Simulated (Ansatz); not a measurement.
**InSb: how well frozen cores do**

The same cell of InSb is computed with full-potential LAPW, frozen-core PAW and datasets made for this crystal, to set the results side by side.

Program: Ansatz 0.2.0. Level of theory: DFT PBEsol, scalar-relativistic. These are calculated values, not measurements.

## Step 1: The structure to begin with

Symmetry: F-43m, No. 216, cubic system. The conventional cell has a = 6.478 Å, b = 6.478 Å, c = 6.478 Å, α = 90.00°, β = 90.00°, γ = 90.00°. In (site symmetry -43m) has 4 Sb at 2.81 Å as nearest neighbours. Sb (site symmetry -43m) is surrounded by 4 In at 2.81 Å.

Coordinates:

```
In Sb
1.0
     0.00000    3.23910    3.23910
     3.23910    0.00000    3.23910
     3.23910    3.23910    0.00000
In Sb
1 1
Direct
  0.00000 0.00000 0.00000
  0.75000 0.75000 0.75000
```

Structure: COD 9008853, as refined from experiment and not relaxed.

Atoms are numbered in the order of the input: In1, Sb2.

## Step 2: Full-potential LAPW

Input file input.yaml:

```yaml
crystal:
  lattice:
    - [0.0, 3.2391, 3.2391]
    - [3.2391, 0.0, 3.2391]
    - [3.2391, 3.2391, 0.0]
  atoms:
    - { symbol: In, position: [0.0, 0.0, 0.0] }
    - { symbol: Sb, position: [0.75, 0.75, 0.75] }
kpoints:
  mp_grid: { grid: [9, 9, 9] }
  band_path:
    path:
      - [0.0, 0.0, 0.0]
      - [-0.5, -0.5, 0.0]
      - [-0.375, -0.375, 0.25]
      - [-0.375, 0.0, 0.375]
      - [0.0, 0.0, 0.0]
      - [0.0, 0.0, 0.5]
      - [-0.5, -0.25, 0.25]
      - [-0.5, -0.5, 0.0]
    npoints: 14
scf:
  occupations: { method: fermi_dirac, width: 0.05 }
hamiltonian:
  xc: pbesol
  pseudopotentials: { kind: all_electron, lapw: { basis_error: 0.00025 } }
output:
  forces: true
  stress: true
  eigenvalues: true
  fatbands: true
  populations: true
  dos: { projected: true, de: 0.2, e_range: [-14, 8] }
```

Run with:

```
> ansatz run input.yaml --threads 1 --pin off --max-ram 3072MiB --backend cpu --events-out ev --progress --plain --runs-dir out
```

What it wrote (excerpt; [...] marks lines left out):

```text
In: projections on atomic orbitals take those of the free atom 1s2 2s2 2p6 3s2 3p6 3d10 4s2 4p6 4d10 5s2 5p1, of charge +0.00 (hamiltonian.pseudopotentials.projection_atoms)
Sb: projections on atomic orbitals take those of the free atom 1s2 2s2 2p6 3s2 3p6 3d10 4s2 4p6 4d10 5s2 5p3, of charge +0.00 (hamiltonian.pseudopotentials.projection_atoms)
LAPW: plane waves up to 8.798 Å⁻¹, error target 2.5e-4 eV per atom; small_component_spin mean_spin; In in spheres of 1.407 Å, 21 of its electrons in bands, Dirac shells []; Sb in spheres of 1.399 Å, 23 of its electrons in bands, Dirac shells []
[...]
Pseudopotentials: kind: all_electron
Pseudopotential: In, LAPW, valence charge 21, Koelling and Harmon's equation, gaussian nucleus
Pseudopotential: Sb, LAPW, valence charge 23, Koelling and Harmon's equation, gaussian nucleus
Functional definition: PBEsol
[...]
Crystal: 2 atoms, lattice volume = 67.968 Å³
Basis set: ecut = 294.9444259631069 eV, 749 PW (Γ), exchange–correlation at level 2
Bands: 27, of which v1, the nominal top of the filled ones, is band 22 counted from 1 (21 counted from 0)
Symmetry: 24 space group operations
Space group: F-43m (ITA 216), of the structure as read, at distance tolerance 4.1e-5 Å
k-points: 35 of 729 (time reversal used)
[...]
SCF iter   1: F=—  HF=-336265.648527 eV  |F-HF|=—  |Δ(HF+E_count)|=         —  Δρ=1.89e-2  dr2=3.65e-1  ethr=8.25e-4  ⟨swp⟩=2.4  Hψ=6076  notcnv=0
[...]
the basis was enlarged: its passes take 459.8 KiB over the memory plan, 1 of 1 planned eigensolver slots
[...]
SCF iter   7: F=-336265.523755 eV  HF=-336265.523755 eV  |F-HF|=5.59e-9  |Δ(HF+E_count)|=   5.47e-9  Δρ=3.31e-6  dr2=1.29e-8  ethr=1.65e-10  ⟨swp⟩=3.0  Hψ=2741  notcnv=0
[...]
NSCF: frozen V_eff on 99 k-points
SCF converged after 7 iterations
Free energy (F): -336265.523755 eV
[...]
E sigma→0 (E₀):  -336265.523541 eV
Entropy (-TS):   -0.000429 eV (-0.214 meV/atom)
Fermi energy:    9.740252 eV
[...]
--- Forces (eV/Å), atoms counted from 1 ---
  atom   1  In     0.00000000    -0.00000000    -0.00000000
  atom   2  Sb    -0.00000000     0.00000000     0.00000000
[...]
--- Stress (GPa, compression-positive) ---
        0.857331       0.000000      -0.000000
        0.000000       0.857331       0.000000
       -0.000000       0.000000       0.857331
  P = ⅓ Tr σ = 0.8573 GPa (8.573 kbar)
--- Band table (eV; the first three rows and the last of 35) ---
  k-point 0: bands = ["-133.8810", "-105.5970", "-86.9064", "-86.9064", "-86.9064", "-64.1197", "-64.1197", "-64.1197", "-18.8339", "-18.8339", "-18.8339", "-18.8165", "-18.8165", "-4.8554", "-4.8554", "-4.8554", "-4.7685", "-4.7685", "-1.0685", "9.4204", "9.6855", "9.6855", "9.6855", [...]
--- Löwdin populations: 2 sites ---
  site symbol       q [e]
     0     In     49.0493
     1     Sb     50.9143
  spilling = 0.000364 (of n_electrons = 100.000000)
```

Run time: 43 s. Hardware: 1 thread of Intel Xeon Platinum 8488C (Sapphire Rapids), shared host; peak memory 0.43 GiB.

Read from it: pressure 0.86 GPa; no gap.

At the corners of the path (eV, zero at the Fermi level):

```
point  band 19  band 20  band 21  band 22  band 23  band 24  band 25
    Γ   -10.81    -0.32    -0.05    -0.05    -0.05     2.89     2.89
    X    -8.83    -5.99    -2.33    -2.33     1.21     1.22     8.09
    U    -8.87    -5.85    -3.20    -1.98     1.50     3.60     6.17
    K    -8.87    -5.85    -3.20    -1.98     1.50     3.60     6.17
    Γ   -10.81    -0.32    -0.05    -0.05    -0.05     2.89     2.89
    L    -9.44    -5.70    -1.06    -1.06     0.42     3.74     3.74
    W    -8.79    -5.88    -2.94    -2.81     3.43     3.87     4.14
    X    -8.83    -5.99    -2.33    -2.33     1.21     1.22     8.09
```

States per cell, counted by energy window (eV from the Fermi level, on a grid of 0.20 eV):

```
from  to  total  Sb 5p  In 5p  In 5s  Sb 5s
 -10  -9   1.23   0.04   0.24   0.17   0.75
  -9  -8   0.53   0.01   0.12   0.02   0.36
  -8  -7   0.00   0.00   0.00   0.00   0.00
  -7  -6   0.00   0.00   0.00   0.00   0.00
  -6  -5   1.26   0.52   0.08   0.58   0.06
  -5  -4   0.45   0.18   0.04   0.17   0.06
  -4  -3   0.26   0.12   0.04   0.06   0.03
  -3  -2   1.70   0.98   0.60   0.06   0.03
  -2  -1   1.78   1.14   0.56   0.04   0.02
  -1   0   0.56   0.40   0.14   0.00   0.00
   0   1   0.04   0.01   0.01   0.01   0.01
   1   2   1.25   0.38   0.34   0.31   0.14
   2   3   1.21   0.34   0.41   0.21   0.12
   3   4   1.63   0.39   0.86   0.09   0.08
   4   5   1.67   0.42   0.78   0.05   0.03
```

## Step 3: Frozen-core PAW

Edit input.yaml of step 2 so:

```diff
@@ -25,3 +25,3 @@
   xc: pbesol
-  pseudopotentials: { kind: all_electron, lapw: { basis_error: 0.00025 } }
+  pseudopotentials: { kind: paw }
 output:
@@ -30,4 +30,9 @@
   eigenvalues: true
-  fatbands: true
+  efg: { contact_densities: true }
   populations: true
+  bader: true
   dos: { projected: true, de: 0.2, e_range: [-14, 8] }
+  write_density: true
+  write_potential: true
+  elf: true
+  volumetric_format: npy
```

Run with:

```
> ansatz run input.yaml --threads 1 --pin off --max-ram 3072MiB --backend cpu --events-out ev --progress --plain --runs-dir out
```

What it wrote (excerpt; [...] marks lines left out):

```text
In, Sb: output.efg is read without spin–orbit coupling, which moves field gradients at and beside such atoms by some per cent and up to a factor of two; PAW files take it under magnetization.noncollinear and magnetization.spin_orbit
[...]
Pseudopotentials: kind: paw
Pseudopotential: In, paw, valence charge 13, recommended cutoff 420 eV (normal)
Pseudopotential: Sb, paw, valence charge 15, recommended cutoff 420 eV (normal)
Functional definition: PBEsol
[...]
Crystal: 2 atoms, lattice volume = 67.968 Å³
Basis set: ecut = 420 eV, 1363 PW (Γ), exchange–correlation on 64×64×64 points (8 copies of the dense FFT grid, shifted against one another)
Bands: 18, of which v1, the nominal top of the filled ones, is band 14 counted from 1 (13 counted from 0)
Symmetry: 24 space group operations
Space group: F-43m (ITA 216), of the structure as read, at distance tolerance 4.1e-5 Å
[...]
--- PAW observables at the nuclei: V_zz in 10²¹ V/m², potentials from the cell's mean, atoms counted from 1 ---
  atom   1  In V_zz =    -0.000000   η = 0.0000   by run symmetry: forbidden
            electrostatic potential = -7936.445935 V   contact ρ = 1131370.436338 e/Å³
  atom   2  Sb V_zz =    -0.000000   η = 0.0000   by run symmetry: forbidden
            electrostatic potential = -8407.414481 V   contact ρ = 1348142.079192 e/Å³
--- Band table (eV; the first three rows and the last of 35) ---
  k-point 0: bands = ["-21.2782", "-21.2782", "-21.2782", "-21.2609", "-21.2609", "-7.2997", "-7.2997", "-7.2997", "-7.2129", "-7.2129", "-3.5120", "6.9745", "7.2425", "7.2425", "7.2425", "10.1872", "10.1872", "10.1872"]
[...]
--- Löwdin populations: 2 sites ---
  site symbol       q [e]
     0     In     13.0522
     1     Sb     14.9089
  spilling = 0.001388 (of n_electrons = 28.000000)
--- Bader charges: 2 sites ---
  site symbol  charge [e]  shift [e]
     0     In      0.4227     0.0004
     1     Sb     -0.4227     0.0004
  estimated error of the sums over rays = 3.4e-4 e
```

Run time: 24 s. Hardware: 1 thread of Intel Xeon Platinum 8488C (Sapphire Rapids), shared host; peak memory 0.48 GiB.

Read from it: pressure 0.85 GPa; no gap.

```
atom  Bader charge (e)  basin volume (Å³)
 In1             +0.42              28.02
 Sb2             -0.42              39.95
```

The fields are shown in the conventional cell of this run's space group, carried over from its grid by interpolation.

Density in a lattice plane of the grid's cell (edges 6.48 and 6.48 Å, at 0.000 of the third edge), which holds In.

Ten even steps from '0' (0.01 e/Å³) to '9' (13.02 e/Å³):
```
642000000000000000000024
210000000000000000000001
000000000000000000000000
000000000000000000000000
000000000000000000000000
000000000000000000000000
000000000000000000000000
000000000001210000000000
000000000024642000000000
000000000037973000000000
000000000024642000000000
000000000001210000000000
000000000000000000000000
000000000000000000000000
000000000000000000000000
000000000000000000000000
000000000000000000000000
210000000000000000000001
642000000000000000000024
973000000000000000000037
```
Columns run along the first of these edges and rows up along the second, over one cell in 24 and 20 even steps from the bottom left corner. Atoms in the plane (fractional): In at (0.00, 0.00), In at (0.50, 0.50).

ELF in the same plane.

Ten even steps from '0' (0.00) to '9' (0.47):
```
003555532100000123555530
345557653210001235675554
555589875321112357898655
556899987543234578999865
456799999765456799999765
234578999865556899987543
112357898655555589875321
001235675554345557653210
000123555530003555532100
000013455520002555421000
000123555530003555532100
001235675554345557653210
112357898655555589875321
234578999865556899987543
456799999765456799999765
556899987543234578999865
555589875321112357898655
345557653210001235675554
003555532100000123555530
002555421000000013455520
```
Columns run along the first of these edges and rows up along the second, over one cell in 24 and 20 even steps from the bottom left corner. Atoms in the plane (fractional): In at (0.00, 0.00), In at (0.50, 0.50).

Both are smooth fields of the valence electrons: close to the nuclei they are not physical.

Maxima of ELF outside the ion cores: 0.65 on the Sb–In line, 1.4 Å from Sb.

## Step 4: Datasets made for this crystal

Edit input.yaml of step 3 so:

```diff
@@ -20,3 +20,3 @@
       - [-0.5, -0.5, 0.0]
-    npoints: 14
+    npoints: 8
 scf:
@@ -25,3 +25,3 @@
   xc: pbesol
-  pseudopotentials: { kind: paw }
+  pseudopotentials: { kind: all_electron, datasets: crystal }
 output:
@@ -31,8 +31 @@
   efg: { contact_densities: true }
-  populations: true
-  bader: true
-  dos: { projected: true, de: 0.2, e_range: [-14, 8] }
-  write_density: true
-  write_potential: true
-  elf: true
-  volumetric_format: npy
```

Run with:

```
> ansatz run input.yaml --threads 1 --pin off --max-ram 3072MiB --backend cpu --events-out ev --progress --plain --runs-dir out
```

What it wrote (excerpt; [...] marks lines left out):

```text
[...]
In, Sb: output.efg is read without spin–orbit coupling, which moves field gradients at and beside such atoms by some per cent and up to a factor of two; PAW files take it under magnetization.noncollinear and magnetization.spin_orbit
[...]
Pseudopotentials: kind: all_electron
Pseudopotential: In, paw, valence charge 13, recommended cutoff 240 eV (normal), Koelling and Harmon's equation, gaussian nucleus
Pseudopotential: Sb, paw, valence charge 15, recommended cutoff 240 eV (normal), Koelling and Harmon's equation, gaussian nucleus
Functional definition: PBEsol
[...]
Crystal: 2 atoms, lattice volume = 67.968 Å³
Basis set: ecut = 240 eV, 537 PW (Γ), exchange–correlation on 48×48×48 points (8 copies of the dense FFT grid, shifted against one another)
Bands: 13, of which v1, the nominal top of the filled ones, is band 9 counted from 1 (8 counted from 0)
[...]
  atom   1  In    -0.00000000    -0.00000000    -0.00000000
  atom   2  Sb     0.00000000     0.00000000    -0.00000000
[...]
--- Stress (GPa, compression-positive) ---
        0.857343      -0.000000      -0.000000
       -0.000000       0.857343       0.000000
       -0.000000       0.000000       0.857343
  P = ⅓ Tr σ = 0.8573 GPa (8.573 kbar)
  It holds what live shells' own plane waves past their cutoff add
--- PAW observables at the nuclei: V_zz in 10²¹ V/m², potentials from the cell's mean, atoms counted from 1 ---
  atom   1  In V_zz =    -0.000000   η = 0.0000   by run symmetry: forbidden
            electrostatic potential = -7934.504608 V   contact ρ = 1131300.464727 e/Å³
  atom   2  Sb V_zz =    -0.000000   η = 0.0000   by run symmetry: forbidden
            electrostatic potential = -8405.449819 V   contact ρ = 1348013.679846 e/Å³
--- Band table (eV; the first three rows and the last of 35) ---
  k-point 0: bands = ["-4.8551", "-4.8551", "-4.8551", "-4.7682", "-4.7682", "-1.0684", "9.4205", "9.6856", "9.6856", "9.6856", "12.6309"]
[...]
```

It took 15 s on 1 thread of Intel Xeon Platinum 8488C (Sapphire Rapids), shared host; peak memory 0.54 GiB.

This run gives: pressure 0.86 GPa; no gap.

```
atom  contact density (e/Å³)
 In1                 1131300
 Sb2                 1348014
```

## Step 5: The methods compared

| method | pressure (GPa) | SCF cycles, all passes |
| --- | --- | --- |
| LAPW | 0.86 | 7 |
| PAW | 0.85 | 6 |
| crystal datasets | 0.86 | 8 |

## Step 6: Results

```
           quantity                                           value
           pressure  LAPW 0.86, PAW 0.85, crystal datasets 0.86 GPa
         gap (LAPW)                                            none
Bader charges (PAW)                          In1 +0.42, Sb2 -0.42 e
  highest ELF (PAW)                            0.65, 1.36 Å from Sb
```

In words: At this geometry the cell is under compression of 0.9 GPa, so it would expand if let go. There is no gap at this level: the crystal is a metal or semimetal here, or the functional closes a real gap. Spin-orbit coupling is left out of this run, though the cell holds Sb; it can open or close small gaps. Sb 5p carries the largest share, 81 %, of the projected states within 0.3 eV of the Fermi level. The projection holds only the free atom's occupied shells (In 5s, In 5p, Sb 5s, Sb 5p in this range). In pressure, PAW differs from LAPW by less than 0.01 GPa. LAPW took about 1.8 times as long as PAW (43 s against 24 s, on a shared host and with the outputs that each input asks for).
